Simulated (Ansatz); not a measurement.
# Is this BP structure a true minimum?

The cell was relaxed from a distorted copy of a database structure.

Computed with DFT PBE, scalar-relativistic, plane waves, PAW in Ansatz 0.2.0. Cutoff 420 eV; k points 10×10×10 on the computed 2-atom cell (Γ-centred); Gaussian smearing, width 0.02 eV; no spin polarisation.

The cell below (2 atoms, space group F-43m (No. 216)) is relaxed within its symmetry.

```yaml
crystal:
  lattice:
    - [0.00000, 2.27417, 2.27417]
    - [2.27417, 0.00000, 2.27417]
    - [2.27417, 2.27417, 0.00000]
  atoms:
    - { symbol: B, position: [0.50000, 0.50000, 0.50000] }
    - { symbol: P, position: [0.75000, 0.75000, 0.75000] }
```

For the test a repeat of it with 4 atoms (edges 3.22, 3.22, 5.57 Å) was strained at random (σ = 1.5 % a component), the atoms were moved at random (σ = 0.05 Å), and all was relaxed again on a coarse 6×6×6 mesh (in the run’s order of axes) with 0.10 eV smearing, with no symmetry imposed.

Question: Is the structure stable against such a distortion?

Answer: It returns, within 1 meV/atom of the unmoved cell on that mesh and with the same symmetry when read at 0.1 Å. So it is stable against the distortions that fit this cell and that this random move excites. Modes that don't fit the cell aren't tested.
